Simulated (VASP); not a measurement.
# VO2 (P4_2/mnm) in VASP: further runs

The runs below take VO2 through density of states, band structure, single point, relaxation of cell and atoms, with PBE+U, HSE06.

Everything below comes from runs of VASP 6.6.1. Logs are shortened: lines on timing, memory, paths and dates and some standing lists are left out, and cuts for length are marked.

### Step 1. Starting point

Symmetry: P4_2/mnm, No. 136, tetragonal system. Conventional cell: a = 4.507 Å, b = 4.507 Å, c = 3.035 Å, α = 90.00°, β = 90.00°, γ = 90.00°. V (site symmetry mmm) has 6 O at 1.91 to 1.98 Å as nearest neighbours. O (site symmetry m2m) is surrounded by 3 V at 1.91 to 1.98 Å.

### Step 2. Density of states, PBE+U, collinear spin, ferromagnetic start

File POSCAR:

```
VO2                                     
1.0
    4.5066902065     -0.0000000000      0.0000000000
   -0.0000000000      4.5066902065      0.0000000000
    0.0000000000      0.0000000000      3.0354335182
  V               O             
     2     4
Direct
     0.0000000000000000    1.0000000000000000    0.0000000000000000
     0.5000000000000000    0.5000000000000000    0.5000000000000000
     0.2994324691004833    0.2994324691004833    0.0000000000000000
     0.2005675308995166    0.7994324691004834    0.5000000000000000
     0.7005675308995166    0.7005675308995166    0.0000000000000000
     0.7994324691004834    0.2005675308995166    0.5000000000000000
```

File INCAR.step1:

```
SYSTEM = VO2
ALGO = Normal
AMIX = 0.2
AMIX_MAG = 0.8
BMIX = 1E-4
BMIX_MAG = 1E-4
EDIFF = 1E-6
ENCUT = 520
GGA = PE
ISIF = 2
ISMEAR = 0
ISPIN = 2
KPAR = 4
LASPH = .True.
LCHARG = .True.
LDAU = .True.
LDAUJ = 0 0
LDAUL = 2 -1
LDAUPRINT = 1
LDAUTYPE = 2
LDAUU = 3.25 0
LMAXMIX = 4
LREAL = .False.
LWAVE = .False.
MAGMOM = 1 1 0 0 0 0
NBANDS = 38
NELM = 150
PREC = Accurate
SIGMA = 0.03
```

File KPOINTS.step1:

```
k-points
0
Gamma
  6 6 10
  0 0 0
```

File INCAR.step2:

```
SYSTEM = VO2
ALGO = Normal
AMIX = 0.2
AMIX_MAG = 0.8
BMIX = 1E-4
BMIX_MAG = 1E-4
EDIFF = 1E-6
ENCUT = 520
GGA = PE
ICHARG = 11
ISIF = 2
ISMEAR = -5
ISPIN = 2
KPAR = 4
LASPH = .True.
LCHARG = .False.
LDAU = .True.
LDAUJ = 0 0
LDAUL = 2 -1
LDAUPRINT = 1
LDAUTYPE = 2
LDAUU = 3.25 0
LMAXMIX = 4
LORBIT = 10
LREAL = .False.
LWAVE = .False.
MAGMOM = 1 1 0 0 0 0
NBANDS = 38
NEDOS = 1001
NELM = 150
PREC = Accurate
SIGMA = 0.03
```

File KPOINTS.step2:

```
k-points
0
Gamma
  9 9 15
  0 0 0
```

Potentials or basis: VASP PAW PBE potentials, release 64 (V_sv, O).

The run is started by

```
$ cat potpaw_PBE.64/V_sv/POTCAR potpaw_PBE.64/O/POTCAR > POTCAR
$ cp INCAR.step1 INCAR
$ cp KPOINTS.step1 KPOINTS
$ mpirun -np 4 vasp_std > vasp.out
$ cp INCAR.step2 INCAR
$ cp KPOINTS.step2 KPOINTS
$ mpirun -np 4 vasp_std > vasp.out
```

OUTCAR:

```text
SYSTEM = VO2
   AMIX = 0.2
   AMIX_MAG = 0.8
   EDIFF = 1E-6
   ENCUT = 520
   GGA = PE
   ICHARG = 11
   ISIF = 2
   ISMEAR = -5
   ISPIN = 2
   LASPH = .True.
   LORBIT = 10
   LREAL = .False.
   NELM = 150
   PREC = Accurate

 ion  position               nearest neighbor table
   1  0.000  0.000  0.000-   3 1.91   5 1.91   4 1.98   6 1.98   4 1.98   6 1.98
   2  0.500  0.500  0.500-   4 1.91   6 1.91   5 1.98   3 1.98   3 1.98   5 1.98
   3  0.299  0.299  0.000-   1 1.91   2 1.98   2 1.98
   4  0.201  0.799  0.500-   2 1.91   1 1.98   1 1.98
   5  0.701  0.701  0.000-   1 1.91   2 1.98   2 1.98
   6  0.799  0.201  0.500-   2 1.91   1 1.98   1 1.98

  LATTYP: Found a simple tetragonal cell.
 ALAT       =     4.5066902065
 C/A-ratio  =     0.6735394223

  Lattice vectors:

 A1 = (   4.5066902065,   0.0000000000,   0.0000000000)
 A2 = (   0.0000000000,   4.5066902065,   0.0000000000)
 A3 = (   0.0000000000,   0.0000000000,   3.0354335182)

Analysis of symmetry for initial positions (statically):
=====================================================================
 Subroutine PRICEL returns:
 Original cell was already a primitive cell.

 Routine SETGRP: Setting up the symmetry group for a
 simple tetragonal supercell.

 Subroutine GETGRP returns: Found 16 space group operations
 (whereof  8 operations were pure point group operations)
 out of a pool of 16 trial point group operations.

The static configuration has the point symmetry D_2h.
 The point group associated with its full space group is D_4h.

Analysis of symmetry for dynamics (positions and initial velocities):
=====================================================================
 Subroutine PRICEL returns:
 Original cell was already a primitive cell.

 Routine SETGRP: Setting up the symmetry group for a
 simple tetragonal supercell.

 Subroutine GETGRP returns: Found 16 space group operations
 (whereof  8 operations were pure point group operations)
 out of a pool of 16 trial point group operations.

The dynamic configuration has the point symmetry D_2h.
 The point group associated with its full space group is D_4h.

Analysis of structural, dynamic, and magnetic symmetry:
=====================================================================
 Subroutine PRICEL returns:
 Original cell was already a primitive cell.

 Routine SETGRP: Setting up the symmetry group for a
 simple tetragonal supercell.

 Subroutine GETGRP returns: Found 16 space group operations
 (whereof  8 operations were pure point group operations)
 out of a pool of 16 trial point group operations.

The overall configuration has the point symmetry D_2h.
 The point group associated with its full space group is D_4h.

 Subroutine INISYM returns: Found 16 space group operations
 (whereof  8 operations are pure point group operations),
 and found     1 'primitive' translations

----------------------------------------------------------------------------------------

                                     Primitive cell

  volume of cell :      61.6504

  direct lattice vectors                    reciprocal lattice vectors
     4.506690207  0.000000000  0.000000000     0.221892332  0.000000000  0.000000000
[... 162 lines left out ...]
  o =  0.1248  v =  0.0000  0.0000  0.0000  0.0000  0.0000 -0.0000  0.0000 -0.0000  0.0000  1.0000      0.0000  0.0000  0.0000  0.0000  0.0000  0.0000  0.0000  0.0000  0.0000  0.0000
  o =  0.1445  v =  0.0000 -0.7071  0.0000 -0.7071  0.0000  0.0000  0.0000  0.0000  0.0000  0.0000      0.0000  0.0000  0.0000  0.0000  0.0000  0.0000  0.0000  0.0000  0.0000  0.0000
  o =  0.1715  v =  0.0000 -0.0000 -0.0000  0.0000 -1.0000  0.0000  0.0000  0.0000  0.0000  0.0000      0.0000  0.0000  0.0000  0.0000  0.0000  0.0000  0.0000  0.0000  0.0000  0.0000
  o =  0.2625  v =  0.0000  0.0000  0.0000  0.0000  0.0000  0.0000  0.7071  0.0000 -0.7071 -0.0000      0.0000  0.0000  0.0000  0.0000  0.0000  0.0000  0.0000  0.0000  0.0000  0.0000
  o =  0.2846  v =  0.0000  0.7071  0.0000 -0.7071 -0.0000  0.0000  0.0000  0.0000  0.0000  0.0000      0.0000  0.0000  0.0000  0.0000  0.0000  0.0000  0.0000  0.0000  0.0000  0.0000
  o =  0.3026  v =  0.0000  0.0000  0.0000  0.0000  0.0000 -0.8349 -0.0000  0.5504  0.0000 -0.0000      0.0000  0.0000  0.0000  0.0000  0.0000  0.0000  0.0000  0.0000  0.0000  0.0000
  o =  0.3761  v = -0.8407  0.0000  0.5415  0.0000 -0.0000  0.0000  0.0000  0.0000  0.0000  0.0000      0.0000  0.0000  0.0000  0.0000  0.0000  0.0000  0.0000  0.0000  0.0000  0.0000
  o =  0.9274  v = -0.5415  0.0000 -0.8407  0.0000  0.0000  0.0000  0.0000  0.0000  0.0000  0.0000      0.0000  0.0000  0.0000  0.0000  0.0000  0.0000  0.0000  0.0000  0.0000  0.0000

atom =   2  type =  1  l = 2

 onsite density matrix

spin component  1

  0.5377  0.0000 -0.2510  0.0000  0.0000
  0.0000  0.2146  0.0000  0.0700  0.0000
 -0.2510  0.0000  0.7657  0.0000  0.0000
  0.0000  0.0700  0.0000  0.2146  0.0000
  0.0000  0.0000  0.0000  0.0000  0.1715

spin component  2

  0.2273  0.0000  0.1142  0.0000  0.0000
  0.0000  0.1858  0.0000  0.0767  0.0000
  0.1142  0.0000  0.1294  0.0000  0.0000
  0.0000  0.0767  0.0000  0.1858  0.0000
  0.0000  0.0000  0.0000  0.0000  0.1248

 occupancies and eigenvectors

  o =  0.0542  v =  0.0000  0.0000  0.0000  0.0000  0.0000 -0.5504  0.0000  0.8349  0.0000  0.0000      0.0000  0.0000  0.0000  0.0000  0.0000  0.0000  0.0000  0.0000  0.0000  0.0000
  o =  0.1091  v =  0.0000  0.0000  0.0000  0.0000  0.0000  0.0000  0.7071  0.0000 -0.7071  0.0000      0.0000  0.0000  0.0000  0.0000  0.0000  0.0000  0.0000  0.0000  0.0000  0.0000
  o =  0.1248  v =  0.0000  0.0000  0.0000  0.0000  0.0000  0.0000 -0.0000 -0.0000  0.0000  1.0000      0.0000  0.0000  0.0000  0.0000  0.0000  0.0000  0.0000  0.0000  0.0000  0.0000
  o =  0.1445  v =  0.0000  0.7071  0.0000 -0.7071  0.0000  0.0000  0.0000  0.0000  0.0000  0.0000      0.0000  0.0000  0.0000  0.0000  0.0000  0.0000  0.0000  0.0000  0.0000  0.0000
  o =  0.1715  v =  0.0000  0.0000 -0.0000 -0.0000 -1.0000  0.0000  0.0000  0.0000  0.0000  0.0000      0.0000  0.0000  0.0000  0.0000  0.0000  0.0000  0.0000  0.0000  0.0000  0.0000
  o =  0.2625  v =  0.0000  0.0000  0.0000  0.0000  0.0000  0.0000 -0.7071  0.0000 -0.7071 -0.0000      0.0000  0.0000  0.0000  0.0000  0.0000  0.0000  0.0000  0.0000  0.0000  0.0000
  o =  0.2846  v =  0.0000  0.7071 -0.0000  0.7071 -0.0000  0.0000  0.0000  0.0000  0.0000  0.0000      0.0000  0.0000  0.0000  0.0000  0.0000  0.0000  0.0000  0.0000  0.0000  0.0000
  o =  0.3026  v =  0.0000  0.0000  0.0000  0.0000  0.0000 -0.8349  0.0000 -0.5504  0.0000 -0.0000      0.0000  0.0000  0.0000  0.0000  0.0000  0.0000  0.0000  0.0000  0.0000  0.0000
  o =  0.3761  v = -0.8407  0.0000 -0.5415  0.0000  0.0000  0.0000  0.0000  0.0000  0.0000  0.0000      0.0000  0.0000  0.0000  0.0000  0.0000  0.0000  0.0000  0.0000  0.0000  0.0000
  o =  0.9274  v = -0.5415  0.0000  0.8407  0.0000 -0.0000  0.0000  0.0000  0.0000  0.0000  0.0000      0.0000  0.0000  0.0000  0.0000  0.0000  0.0000  0.0000  0.0000  0.0000  0.0000

 number of electron      49.9999987 magnetization       1.9999866

 Free energy of the ion-electron system (eV)
  ---------------------------------------------------
  ext. energy  EPLUGINS =         0.00000000
  ---------------------------------------------------
  free energy    TOTEN  =       -46.58774153 eV

  energy without entropy =      -46.58774153  energy(sigma->0) =      -46.58774153

 E-fermi :   4.9171     XC(G=0): -11.5508

 val. band max:        4.8603191596   @ k =   0.0000   0.0000   0.0000
 cond. band min:       5.8376788452   @ k =   0.4444   0.0000   0.4667
 fundamental gap:      0.9773596856
 Fermi energy:         4.9170847423

 spin component 1

 k-point     1 :       0.0000    0.0000    0.0000
  band No.  band energies     occupation
      1     -60.7638      1.00000
      2     -60.7556      1.00000
      3     -34.7618      1.00000
      4     -34.7618      1.00000
      5     -34.4043      1.00000
      6     -34.3845      1.00000
[... 1913 lines left out ...]
     36      15.4571      0.00000
     37      17.7652      0.00000

 [... further k-points ...]

 [bands above 37 left out]

------------------------ aborting loop because EDIFF is reached ----------------------------------------

  FORCE on cell =-STRESS in cart. coord.  units (eV):
  Direction    XX          YY          ZZ          XY          YZ          ZX
  --------------------------------------------------------------------------------------
  -------------------------------------------------------------------------------------
  Total        0.1671140      0.1671140      0.1712458      0.0000000      0.0000000      0.0000000
  in kB        4.3429750      4.3429750      4.4503533      0.0000000      0.0000000      0.0000000
  external PRESSURE =       4.3787677 kB  Pullay stress =       0.0000000 kB

 VOLUME and BASIS-vectors are now :
 -----------------------------------------------------------------------------
  energy-cutoff  :      520.00
  volume of cell :       61.65
      direct lattice vectors                 reciprocal lattice vectors
     4.506690207  0.000000000  0.000000000     0.221892332  0.000000000  0.000000000
     0.000000000  4.506690207  0.000000000     0.000000000  0.221892332  0.000000000
     0.000000000  0.000000000  3.035433518     0.000000000  0.000000000  0.329442234

 POSITION                                       TOTAL-FORCE (eV/Angst)
 -----------------------------------------------------------------------------------
      0.00000      0.00000      0.00000         0.000000      0.000000      0.000000
      2.25335      2.25335      1.51772         0.000000      0.000000      0.000000
      1.34945      1.34945      0.00000         0.002595      0.002595      0.000000
      0.90390      3.60279      1.51772        -0.002595      0.002595      0.000000
      3.15724      3.15724      0.00000        -0.002595     -0.002595     -0.000000
      3.60279      0.90390      1.51772         0.002595     -0.002595     -0.000000
 -----------------------------------------------------------------------------------
    total drift:                                0.000000      0.000000     -0.000000

  FREE ENERGIE OF THE ION-ELECTRON SYSTEM (eV)
  ---------------------------------------------------
  free  energy   TOTEN  =       -46.5877415296 eV

  energy  without entropy=      -46.5877415296  energy(sigma->0) =      -46.58774153

 total charge

# of ion       s       p       d       tot
------------------------------------------
    1        2.278   6.316   2.727  11.321
    2        2.278   6.316   2.727  11.321
    3        1.569   3.486   0.000   5.054
    4        1.569   3.486   0.000   5.054
    5        1.569   3.486   0.000   5.054
    6        1.569   3.486   0.000   5.054
--------------------------------------------------
tot         10.831  26.576   5.454  42.860

 magnetization (x)

# of ion       s       p       d       tot
------------------------------------------
    1        0.014   0.013   1.049   1.075
    2        0.014   0.013   1.049   1.075
    3       -0.002  -0.049   0.000  -0.051
    4       -0.002  -0.049   0.000  -0.051
    5       -0.002  -0.049   0.000  -0.051
    6       -0.002  -0.049   0.000  -0.051
--------------------------------------------------
tot          0.021  -0.173   2.097   1.945
```

Run time: 98 s. Hardware: 4 MPI ranks of Intel Xeon Platinum 8488C (Sapphire Rapids), shared host; peak memory 0.45 GiB.

What came out:

| Item | Value |
| --- | --- |
| Net moment | 2.00 μB per cell |
| Site moments | V +1.07; O -0.05 μB |
| Valence electrons inside the program's atomic spheres | V 11.32; O 5.05 |

Levels at points of the mesh, in eV from the valence-band top:
Spin up:
| k point | band 22 | band 23 | band 24 | band 25 | band 26 | band 27 | band 28 | band 29 | band 30 | band 31 |
| --- | --- | --- | --- | --- | --- | --- | --- | --- | --- | --- |
| (0.00, 0.00, 0.00) | -1.04 | -0.94 | -0.54 | -0.54 | 0.00 | 1.19 | 1.32 | 1.32 | 2.35 | 3.33 |
Spin down:
```
           k point  band 20  band 21  band 22  band 23  band 24  band 25  band 26  band 27  band 28  band 29
(0.00, 0.00, 0.00)    -2.66    -1.01    -0.65    -0.65    -0.15     2.06     2.11     2.11     2.71     2.72
```

States per cell in windows of 1 eV (zero at the valence-band top; states under -8 eV left out):
| from (eV) | up | down | V1_d_up | V2_d_up | V1_d_down | V2_d_down | O3_p_down | O4_p_down |
| --- | --- | --- | --- | --- | --- | --- | --- | --- |
| -8.0 | 0.00 | 0.00 | 0.00 | 0.00 | 0.00 | 0.00 | 0.00 | 0.00 |
| -7.0 | 0.26 | 0.00 | 0.04 | 0.04 | 0.00 | 0.00 | 0.00 | 0.00 |
| -6.0 | 1.92 | 1.29 | 0.23 | 0.23 | 0.10 | 0.10 | 0.16 | 0.16 |
| -5.0 | 2.20 | 2.70 | 0.27 | 0.27 | 0.26 | 0.26 | 0.34 | 0.34 |
| -4.0 | 2.33 | 2.41 | 0.22 | 0.22 | 0.21 | 0.21 | 0.34 | 0.34 |
| -3.0 | 2.55 | 2.65 | 0.21 | 0.21 | 0.12 | 0.12 | 0.41 | 0.41 |
| -2.0 | 2.33 | 2.81 | 0.22 | 0.22 | 0.11 | 0.11 | 0.47 | 0.47 |
| -1.0 | 2.76 | 0.52 | 0.72 | 0.72 | 0.00 | 0.00 | 0.10 | 0.10 |
| 0.0 | 0.00 | 0.00 | 0.00 | 0.00 | 0.00 | 0.00 | 0.00 | 0.00 |
| 1.0 | 2.22 | 0.37 | 0.91 | 0.91 | 0.16 | 0.16 | 0.00 | 0.00 |
| 2.0 | 2.09 | 2.52 | 0.77 | 0.77 | 1.05 | 1.05 | 0.05 | 0.05 |
| 3.0 | 1.40 | 3.36 | 0.53 | 0.53 | 1.37 | 1.37 | 0.08 | 0.08 |
| 4.0 | 1.69 | 1.83 | 0.57 | 0.57 | 0.73 | 0.73 | 0.05 | 0.05 |
| 5.0 | 1.02 | 2.24 | 0.32 | 0.32 | 0.77 | 0.77 | 0.13 | 0.13 |
| 6.0 | 0.00 | 0.18 | 0.00 | 0.00 | 0.06 | 0.06 | 0.01 | 0.01 |
| 7.0 | 0.01 | 0.00 | 0.00 | 0.00 | 0.00 | 0.00 | 0.00 | 0.00 |

Eigenvalues of the final occupation matrices:
| site | spin | trace | eigenvalues |
| --- | --- | --- | --- |
| site 1 d | 1 | 1.90 | 0.14 0.17 0.28 0.38 0.93 |
| site 1 d | 2 | 0.85 | 0.05 0.11 0.12 0.26 0.30 |
| site 2 d | 1 | 1.90 | 0.14 0.17 0.28 0.38 0.93 |
| site 2 d | 2 | 0.85 | 0.05 0.11 0.12 0.26 0.30 |

### Step 3. Band structure, HSE06, collinear spin, ferromagnetic start

POSCAR is that of step 2.

File INCAR.step1:

```
SYSTEM = VO2
ALGO = Normal
AMIX = 0.2
AMIX_MAG = 0.8
BMIX = 1E-4
BMIX_MAG = 1E-4
EDIFF = 1E-5
ENCUT = 520
GGA = PE
ISIF = 2
ISMEAR = 0
ISPIN = 2
KPAR = 4
LASPH = .True.
LCHARG = .False.
LMAXMIX = 4
LORBIT = 11
LREAL = .False.
LWAVE = .True.
MAGMOM = 1 1 0 0 0 0
NBANDS = 38
NELM = 150
PREC = Accurate
SIGMA = 0.03
```

File INCAR.step2:

```
SYSTEM = VO2
ALGO = Normal
AMIX = 0.2
AMIX_MAG = 0.8
BMIX = 1E-4
BMIX_MAG = 1E-4
EDIFF = 1E-6
ENCUT = 520
GGA = PE
HFSCREEN = 0.2
ISIF = 2
ISMEAR = 0
ISPIN = 2
ISTART = 1
KPAR = 4
LASPH = .True.
LCHARG = .False.
LHFCALC = .True.
LMAXMIX = 4
LORBIT = 11
LREAL = .False.
LWAVE = .False.
MAGMOM = 1 1 0 0 0 0
NBANDS = 38
NELM = 150
PREC = Accurate
PRECFOCK = Fast
SIGMA = 0.03
```

File KPOINTS:

```
k-points
0
Gamma
  4 4 6
  0 0 0
```

File KPOINTS_OPT:

```
explicit points
6
Reciprocal
 0.0000000000  0.0000000000  0.0000000000 1
 0.5000000000  0.5000000000  0.5000000000 1
 0.5000000000  0.5000000000  0.0000000000 1
 0.0000000000  0.5000000000  0.5000000000 1
 0.0000000000  0.5000000000  0.0000000000 1
 0.0000000000  0.0000000000  0.5000000000 1
```

Potentials or basis: VASP PAW PBE potentials, release 64 (V_sv, O).

The run is started by

```
$ cat potpaw_PBE.64/V_sv/POTCAR potpaw_PBE.64/O/POTCAR > POTCAR
$ cp INCAR.step1 INCAR
$ mpirun -np 4 vasp_std > vasp.out
$ cp INCAR.step2 INCAR
$ mpirun -np 4 vasp_std > vasp.out
```

Run time: 1.9 h. Hardware: 4 MPI ranks of Intel Xeon Platinum 8488C (Sapphire Rapids), shared host; peak memory 0.52 GiB.

Results (log left out):

```yaml
Free_energy: -65.3809 eV
Pressure: -13.7 GPa
Largest_force: 0.049 eV/Å
Band_gap_on_the_k_mesh: 1.85 eV, indirect (least direct gap 2.10 eV)
Band_gap_along_the_path: 1.85 eV, indirect (least direct gap 2.10 eV)
Net_moment: 2.00 μB per cell
Site_moments: V +1.05; O -0.04 μB
Valence_electrons_inside_the_program's_atomic_spheres: V 11.27; O 5.08
```

Forces on the atoms (eV/Å):
```
V    0.000  0.000  0.000
V    0.000  0.000  0.000
O   -0.035 -0.035  0.000
O    0.035 -0.035  0.000
O    0.035  0.035  0.000
O   -0.035  0.035  0.000
```

Stress tensor (GPa, compression positive):
```
-13.39   0.00   0.00
  0.00 -13.39   0.00
  0.00   0.00 -14.46
```

Levels at points of the mesh, in eV from the valence-band top:
Spin up:
```csv
k point,band 23,band 24,band 25,band 26,band 27,band 28,band 29,band 30
"(0.00, 0.00, 0.00)",-0.98,-0.52,-0.52,0.00,2.10,2.27,2.27,3.65
"(0.50, 0.00, 0.00)",-0.87,-0.87,-0.55,-0.55,3.01,3.01,3.50,3.50
"(0.50, 0.50, 0.00)",-1.51,-1.51,-1.28,-1.28,2.31,2.31,3.92,3.92
"(0.00, 0.00, 0.50)",-1.76,-1.76,-0.73,-0.73,3.21,3.21,3.83,3.83
"(0.50, 0.00, 0.50)",-1.16,-1.16,-0.75,-0.75,1.85,1.85,4.04,4.04
"(0.50, 0.50, 0.50)",-0.75,-0.75,-0.74,-0.74,2.82,2.82,3.20,3.20
```
Spin down:
```
           k point  band 21  band 22  band 23  band 24  band 25  band 26  band 27  band 28
(0.00, 0.00, 0.00)    -1.07    -0.70    -0.70    -0.27     3.01     3.09     3.09     3.70
(0.50, 0.00, 0.00)    -2.36    -2.36    -1.06    -1.06     3.78     3.78     4.18     4.18
(0.50, 0.50, 0.00)    -1.96    -1.96    -1.58    -1.58     3.13     3.13     3.58     3.58
(0.00, 0.00, 0.50)    -3.07    -3.07    -1.86    -1.86     3.92     3.92     4.43     4.43
(0.50, 0.00, 0.50)    -2.46    -2.46    -1.39    -1.39     2.70     2.70     4.67     4.67
(0.50, 0.50, 0.50)    -1.82    -1.82    -0.90    -0.90     3.52     3.52     3.90     3.90
```

Caveat: the PAW data sets were made with another functional, which shifts forces and pressure a little.

(Continued in part 2 of 2.)
